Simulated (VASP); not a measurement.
**Ag: relaxation of cell and atoms with r2SCAN**

The system is Ag.

```
Ag
1.0
     2.62951    0.00000    0.00000
     0.00000    2.62951    0.00000
     0.00000    0.00000    2.62951
Ag
1
Direct
  0.00000 0.00000 0.00000
```

The cell was built by a generator and needn't be a form met in nature.

```
Program                : VASP 6.6.1
Task                   : relaxation of cell and atoms
Functional             : r2SCAN
Potentials or basis    : VASP PAW PBE potentials, release 64 (Ag)
Cutoff                 : 600 eV
k mesh                 : 6 × 6 × 6
Occupations            : gaussian, width 0.1 eV
Spin                   : no spin polarisation
Dipole correction      : no
Further INCAR settings : ALGO = Normal; EDIFF = 1e-06; IBRION = 2; EDIFFG = -0.04; NSW = 90; ISIF = 3
```

- Relaxed volume: 20.10 Å³/atom
- Relaxed cell: a = 2.719 Å, b = 2.719 Å, c = 2.719 Å, α = 90.00°, β = 90.00°, γ = 90.00°
- Space group after relaxing (to 0.05 Å): Pm-3m (No. 221)
- Energy gained by relaxing: 57.7 meV/atom
- Ionic steps: 3
- Pressure after relaxing: 0.0 GPa
- Band gap on the k mesh: none (metal or under the smearing width)

The path:
| step | energy change (eV) | largest force (eV/Å) | pressure (GPa) | volume (Å³) |
| --- | --- | --- | --- | --- |
| 1 | 0.0000 | 0.0000 | 10.77 | 18.18 |
| 2 | -0.0337 | 0.0000 | -4.74 | 21.59 |
| 3 | -0.0577 | 0.0000 | 0.00 | 20.10 |

Final structure:
```cif
data_structure
_symmetry_space_group_name_H-M 'P 1'
_symmetry_Int_Tables_number 1
_cell_length_a 2.7190
_cell_length_b 2.7190
_cell_length_c 2.7190
_cell_angle_alpha 90.000
_cell_angle_beta 90.000
_cell_angle_gamma 90.000
_cell_volume 20.10
loop_
_atom_site_label
_atom_site_type_symbol
_atom_site_fract_x
_atom_site_fract_y
_atom_site_fract_z
_atom_site_occupancy
Ag1 Ag 0.00000 0.00000 0.00000 1
```

Levels at points of the mesh, in eV from the Fermi level:
| k point | band 3 | band 4 | band 5 | band 6 | band 7 | band 8 |
| --- | --- | --- | --- | --- | --- | --- |
| (0.00, 0.00, 0.00) | -6.31 | -3.20 | -3.20 | -3.20 | 14.57 | 14.57 |
| (0.50, 0.00, 0.00) | -4.21 | -4.21 | -3.10 | -0.60 | 1.69 | 17.71 |
| (0.50, 0.50, 0.00) | -4.03 | -4.03 | -2.36 | 3.98 | 3.98 | 7.82 |
| (0.50, 0.50, 0.50) | -5.75 | -2.30 | -2.30 | 8.87 | 8.87 | 8.87 |

Run time: 34 s on 1 thread of AMD EPYC 9R45 96-Core Processor (Zen 5) (shared host), peak memory 0.12 GiB.

Caveat: the k mesh is coarse (spacing up to 0.40 Å⁻¹), so the values aren't converged; the PAW data sets were made with another functional, which shifts forces and pressure a little.
